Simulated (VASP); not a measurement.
# LiH (Fm-3m) in VASP: notebook

One crystal, LiH, is run at these levels: PBEsol; tasks: relaxation of cell and atoms.

Program: VASP 6.6.1. These are calculated values, not measurements. Logs are shortened: lines on timing, memory, paths and dates and some standing lists are left out, and cuts for length are marked.

## Step 1: The structure

It takes space group Fm-3m (No. 225, cubic). Conventional cell: a = 4.074 Å, b = 4.074 Å, c = 4.074 Å, α = 90.00°, β = 90.00°, γ = 90.00°. Li (site symmetry m-3m) has 6 H at 2.04 Å as nearest neighbours. H (site symmetry m-3m) is surrounded by 6 Li at 2.04 Å.

## Step 2: Relaxation of cell and atoms, PBEsol

File INCAR:

```
SYSTEM = LiH
PREC = Accurate
ENCUT = 600
EDIFF = 1E-6
ISMEAR = 0
SIGMA = 0.03
LREAL = .False.
LASPH = .True.
NELM = 80
ALGO = Normal
ISIF = 3
LWAVE = .False.
LCHARG = .False.
GGA = PS
IBRION = 2
NSW = 90
EDIFFG = -0.01
KPAR = 8
```

File KPOINTS:

```
Automatic mesh
0
Gamma
  12 12 12
  0 0 0
```

File POSCAR:

```
LiH
1.0
    0.0000000000      2.0367500000      2.0367500000
    2.0367500000      0.0000000000      2.0367500000
    2.0367500000      2.0367500000      0.0000000000
Li H
1 1
Direct
    0.0000000000      0.0000000000      0.0000000000
    0.5000000000      0.5000000000      0.5000000000
```

Potentials or basis: VASP PAW PBE potentials, release 64 (Li_sv, H).

Launch:

```sh
> cat potpaw_PBE.64/Li_sv/POTCAR potpaw_PBE.64/H/POTCAR > POTCAR
> mpirun -np 8 vasp_std > vasp.out
```

OUTCAR:

```text
SYSTEM = LiH
   PREC = Accurate
   ENCUT = 600
   EDIFF = 1E-6
   ISMEAR = 0
   LREAL = .False.
   LASPH = .True.
   NELM = 80
   ISIF = 3
   GGA = PS
   IBRION = 2
   NSW = 90
   EDIFFG = -0.01

 ion  position               nearest neighbor table
   1  0.000  0.000  0.000-
   2  0.500  0.500  0.500-

  LATTYP: Found a face centered cubic cell.
 ALAT       =     4.0735000000

  Lattice vectors:

 A1 = (   0.0000000000,   2.0367500000,   2.0367500000)
 A2 = (   2.0367500000,   0.0000000000,   2.0367500000)
 A3 = (   2.0367500000,   2.0367500000,   0.0000000000)

Analysis of symmetry for initial positions (statically):
=====================================================================
 Subroutine PRICEL returns:
 Original cell was already a primitive cell.

 Routine SETGRP: Setting up the symmetry group for a
 face centered cubic supercell.

 Subroutine GETGRP returns: Found 48 space group operations
 (whereof 48 operations were pure point group operations)
 out of a pool of 48 trial point group operations.

The static configuration has the point symmetry O_h .

Analysis of symmetry for dynamics (positions and initial velocities):
=====================================================================
 Subroutine PRICEL returns:
 Original cell was already a primitive cell.

 Routine SETGRP: Setting up the symmetry group for a
 face centered cubic supercell.

 Subroutine GETGRP returns: Found 48 space group operations
 (whereof 48 operations were pure point group operations)
 out of a pool of 48 trial point group operations.

The dynamic configuration has the point symmetry O_h .

 Subroutine INISYM returns: Found 48 space group operations
 (whereof 48 operations are pure point group operations),
 and found     1 'primitive' translations

----------------------------------------------------------------------------------------

                                     Primitive cell

  volume of cell :      16.8983

  direct lattice vectors                    reciprocal lattice vectors
     0.000000000  2.036750000  2.036750000    -0.245489137  0.245489137  0.245489137
     2.036750000  0.000000000  2.036750000     0.245489137 -0.245489137  0.245489137
     2.036750000  2.036750000  0.000000000     0.245489137  0.245489137 -0.245489137

  length of vectors
     2.880399473  2.880399473  2.880399473     0.425199658  0.425199658  0.425199658

  position of ions in fractional coordinates (direct lattice)
     0.000000000  0.000000000  0.000000000
     0.500000000  0.500000000  0.500000000

  ion indices of the primitive-cell ions
   primitive index   ion index
                 1           1
                 2           2

----------------------------------------------------------------------------------------

 KPOINTS: Automatic mesh

Automatic generation of k-mesh.
 Grid dimensions read from file:
 generate k-points for:   12   12   12

 Generating k-lattice:

  Cartesian coordinates                     Fractional coordinates (reciprocal lattice)
    -0.020457428  0.020457428  0.020457428     0.083333333  0.000000000  0.000000000
     0.020457428 -0.020457428  0.020457428     0.000000000  0.083333333  0.000000000
     0.020457428  0.020457428 -0.020457428     0.000000000  0.000000000  0.083333333

  Length of vectors
     0.035433305  0.035433305  0.035433305

  Shift w.r.t. Gamma in fractional coordinates (k-lattice)
     0.000000000  0.000000000  0.000000000

 Subroutine IBZKPT returns following result:
 ===========================================

 Found     72 irreducible k-points:

 Following reciprocal coordinates:
            Coordinates               Weight
  0.000000  0.000000  0.000000      1.000000
  0.083333  0.000000  0.000000      8.000000
  0.166667  0.000000  0.000000      8.000000
  0.250000  0.000000  0.000000      8.000000
  0.333333  0.000000  0.000000      8.000000
  0.416667  0.000000  0.000000      8.000000
[... 16 lines left out ...]
  0.500000  0.166667  0.000000     24.000000
 -0.416667  0.166667  0.000000     24.000000
 [... further k-points ...]
   k-points           NKPTS =     72   k-points in BZ     NKDIM =     72   number of bands    NBANDS=      6
   number of dos      NEDOS =    301   number of ions     NIONS =      2
   total plane-waves  NPLWV =  13824
   dimension x,y,z NGX =    24 NGY =   24 NGZ =   24
   dimension x,y,z NGXF=    48 NGYF=   48 NGZF=   48
   ions per type =               1   1
   NGX,Y,Z   is equivalent  to a cutoff of  13.85, 13.85, 13.85 a.u.
   NGXF,Y,Z  is equivalent  to a cutoff of  27.70, 27.70, 27.70 a.u.
 SYSTEM =  LiH
   PREC   = accura    normal or accurate (medium, high low for compatibility)
   ISTART =      0    job   : 0-new  1-cont  2-samecut
   ICHARG =      2    charge: 1-file 2-atom 10-const
   ISPIN  =      1    spin polarized calculation?
   LNONCOLLINEAR =      F non collinear calculations
   LSORBIT =      F    spin-orbit coupling
   LASPH  =      T    aspherical Exc in radial PAW
   ENCUT  =  600.0 eV  44.10 Ry    6.64 a.u.   5.75  5.75  5.75*2*pi/ulx,y,z
   NELM   =     80;   NELMIN=  2; NELMDL= -5     # of ELM steps
   EDIFF  = 0.1E-05   stopping-criterion for ELM
   LREAL  =      F    real-space projection
   EDIFFG = -.1E-01   stopping-criterion for IOM
   NSW    =     90    number of steps for IOM
   IBRION =      2    ionic relax: 0-MD 1-quasi-New 2-CG
   NFREE  =      1    steps in history (QN), initial steepest desc. (CG)
   ISIF   =      3    stress and relaxation
   ISYM   =      2    0-nonsym 1-usesym 2-fastsym
   POTIM  = 0.5000    time-step for ionic-motion
   TEBEG  =    0.0;   TEEND  =   0.0 temperature during run
   PSTRESS=    0.0 pullay stress
   NELECT =       4.0000    total number of electrons
   NUPDOWN=      -1.0000    fix difference up-down
   EMIN   =  10.00;   EMAX   =-10.00  energy-range for DOS
   EFERMI =   0.00;   METHOD = LEGACY
   ISMEAR =     0;   SIGMA  =   0.03  broadening in eV -4-tet -1-fermi 0-gaus
   EFERMI_NEDOS =   21; number of points for ismear=-14 and -15
   IALGO  =     38    algorithm
   IMIX   =      4    mixing-type and parameters
     AMIX     =   0.40;   BMIX     =  1.00
     AMIX_MAG =   1.60;   BMIX_MAG =  1.00
  volume/ion in A,a.u.               =       8.45        57.02
  Fermi-wavevector in a.u.,A,eV,Ry     =   1.012699  1.913724 13.953585  1.025560
  Thomas-Fermi vector in A             =   2.145824
   LORBIT       =      0    0 simple, 1 ext, 2 COOP (PROOUT), +10 PAW based schemes
   GGA     = PS    functional components
   LHFCALC =     F    Hartree Fock is set to
   AEXX    =    0.0000 exact exchange contribution
   IVDW    =     0    specifies the selected vdW correction
   LEPSILON=     F    determine dielectric tensor
   LRPA    =     F    only Hartree local field effects (RPA)
 conjugate gradient relaxation of ions
 non-spin polarized calculation
 Gauss-broadening in eV      SIGMA  =   0.03
  energy-cutoff  :      600.00
  volume of cell :       16.90
 maximum number of plane-waves:       588
   NGX = 11   NGY = 11   NGZ = 11

--------------------------------------- Ionic step        1  -------------------------------------------

 number of electron       3.9999999 magnetization

 Free energy of the ion-electron system (eV)
  ---------------------------------------------------
  ext. energy  EPLUGINS =         0.00000000
  ---------------------------------------------------
  free energy    TOTEN  =        -6.11339092 eV

  energy without entropy =       -6.11339092  energy(sigma->0) =       -6.11339092

------------------------ aborting loop because EDIFF is reached ----------------------------------------

  FORCE on cell =-STRESS in cart. coord.  units (eV):
  Direction    XX          YY          ZZ          XY          YZ          ZX
  --------------------------------------------------------------------------------------
  -------------------------------------------------------------------------------------
  Total       -0.2581225     -0.2581225     -0.2581225     -0.0000000      0.0000000      0.0000000
  in kB      -24.4733456    -24.4733456    -24.4733456     -0.0000000      0.0000000      0.0000000
  external PRESSURE =     -24.4733456 kB  Pullay stress =       0.0000000 kB

 VOLUME and BASIS-vectors are now :
 -----------------------------------------------------------------------------
  energy-cutoff  :      600.00
  volume of cell :       16.90
      direct lattice vectors                 reciprocal lattice vectors
     0.000000000  2.036750000  2.036750000    -0.245489137  0.245489137  0.245489137
     2.036750000  0.000000000  2.036750000     0.245489137 -0.245489137  0.245489137
     2.036750000  2.036750000  0.000000000     0.245489137  0.245489137 -0.245489137
[... 37 lines left out ...]
 POSITION                                       TOTAL-FORCE (eV/Angst)
 -----------------------------------------------------------------------------------
      0.00000      2.02407      2.02407         0.000000     -0.000000     -0.000000
      2.02407      2.02407      2.02407        -0.000000      0.000000      0.000000
 -----------------------------------------------------------------------------------
    total drift:                               -0.000000     -0.000000      0.000000

  FREE ENERGIE OF THE ION-ELECTRON SYSTEM (eV)
  ---------------------------------------------------
  free  energy   TOTEN  =        -6.1176308413 eV

  energy  without entropy=       -6.1176308413  energy(sigma->0) =       -6.11763084

--------------------------------------- Ionic step        3  -------------------------------------------

 number of electron       3.9999998 magnetization

 Free energy of the ion-electron system (eV)
  ---------------------------------------------------
  ext. energy  EPLUGINS =         0.00000000
  ---------------------------------------------------
  free energy    TOTEN  =        -6.12312920 eV

  energy without entropy =       -6.12312920  energy(sigma->0) =       -6.12312920

 E-fermi :   0.4330     XC(G=0):  -8.7008

 val. band max:        0.2861809274   @ k =   0.5000   0.5000   0.0000
 cond. band min:       3.0099679823   @ k =   0.5000   0.5000   0.0000
 fundamental gap:      2.7237870549
 Fermi energy:         0.4330484445

 k-point     1 :       0.0000    0.0000    0.0000
  band No.  band energies     occupation
      1     -43.3894      2.00000
      2      -5.3618      2.00000
      3      16.7387      0.00000
      4      18.2892      0.00000
      5      18.2892      0.00000
      6      18.2892      0.00000

 k-point     2 :       0.0833    0.0000    0.0000
  band No.  band energies     occupation
      1     -43.3858      2.00000
      2      -5.2379      2.00000
      3      15.5751      0.00000
      4      17.5686      0.00000
      5      17.9877      0.00000
      6      17.9877      0.00000
[... 181 lines left out ...]
 k-point    23 :       0.5000    0.1667    0.0000
  band No.  band energies     occupation
      1     -43.3303      2.00000
      2      -2.0765      2.00000
      3       5.4272      0.00000
      4      10.8121      0.00000
      5      14.0675      0.00000
      6      16.4665      0.00000

 k-point    24 :      -0.4167    0.1667    0.0000
  band No.  band energies     occupation
      1     -43.3293      2.00000
      2      -1.9744      2.00000
      3       5.2303      0.00000
      4      10.4616      0.00000
      5      14.7516      0.00000
      6      16.1607      0.00000

 [... further k-points ...]

------------------------ aborting loop because EDIFF is reached ----------------------------------------

  FORCE on cell =-STRESS in cart. coord.  units (eV):
  Direction    XX          YY          ZZ          XY          YZ          ZX
  --------------------------------------------------------------------------------------
  -------------------------------------------------------------------------------------
  Total        0.0047414      0.0047414      0.0047414     -0.0000000     -0.0000000     -0.0000000
  in kB        0.4848792      0.4848792      0.4848792     -0.0000000     -0.0000000     -0.0000000
  external PRESSURE =       0.4848792 kB  Pullay stress =       0.0000000 kB

 VOLUME and BASIS-vectors are now :
 -----------------------------------------------------------------------------
  energy-cutoff  :      600.00
  volume of cell :       15.67
      direct lattice vectors                 reciprocal lattice vectors
     0.000000000  1.986024674  1.986024674    -0.251759208  0.251759208  0.251759208
     1.986024674  0.000000000  1.986024674     0.251759208 -0.251759208  0.251759208
     1.986024674  1.986024674 -0.000000000     0.251759208  0.251759208 -0.251759208

 POSITION                                       TOTAL-FORCE (eV/Angst)
 -----------------------------------------------------------------------------------
      0.00000      0.00000      0.00000        -0.000000      0.000000     -0.000000
      1.98602      1.98602      1.98602         0.000000     -0.000000      0.000000
 -----------------------------------------------------------------------------------
    total drift:                                0.000000     -0.000000     -0.000000

  FREE ENERGIE OF THE ION-ELECTRON SYSTEM (eV)
  ---------------------------------------------------
  free  energy   TOTEN  =        -6.1231291980 eV

  energy  without entropy=       -6.1231291980  energy(sigma->0) =       -6.12312920

 reached required accuracy - stopping structural energy minimisation
```

It took 6.4 s on 8 MPI ranks of Intel Xeon Platinum 8488C (Sapphire Rapids), shared host; peak memory 0.13 GiB.

Results:

```
Free energy                            : -6.1231 eV
Relaxed volume                         : 7.83 Å³/atom
Relaxed cell                           : a = 2.809 Å, b = 2.809 Å, c = 2.809 Å, α = 60.00°, β = 60.00°, γ = 60.00°
Space group after relaxing (to 0.05 Å) : Fm-3m (No. 225)
Energy gained by relaxing              : 4.9 meV/atom
Ionic steps                            : 3
Pressure after relaxing                : 0.0 GPa
Band gap on the k mesh                 : 2.72 eV, direct
```

The path:
```
step  energy change (eV)  largest force (eV/Å)  pressure (GPa)  volume (Å³)
   1              0.0000                0.0000           -2.45        16.90
   2             -0.0042                0.0000           -1.88        16.58
   3             -0.0097                0.0000            0.05        15.67
```

Final structure:
```
Li H
1.0
     0.00000    1.98602    1.98602
     1.98602    0.00000    1.98602
     1.98602    1.98602    0.00000
Li H
1 1
Direct
  0.00000 0.00000 0.00000
  0.50000 0.50000 0.50000
```

Levels at points of the mesh, in eV from the valence-band top:
| k point | band 1 | band 2 | band 3 | band 4 | band 5 | band 6 |
| --- | --- | --- | --- | --- | --- | --- |
| (0.00, 0.00, 0.00) | -43.68 | -5.65 | 16.45 | 18.00 | 18.00 | 18.00 |
| (0.50, 0.00, 0.00) | -43.62 | -2.79 | 4.76 | 13.80 | 16.54 | 16.54 |
| (0.50, 0.50, 0.00) | -43.60 | 0.00 | 2.72 | 10.75 | 10.75 | 13.86 |

Caveat: the cutoff is under 1.25 times the usual one of these potentials, so pressure, stress and relaxed cells hold a basis-set (Pulay) error; the PAW data sets were made with another functional, which shifts forces and pressure a little. Expect the measured gap to be larger: semilocal functionals such as PBEsol lack the derivative discontinuity.

[end of part 1 of 2]
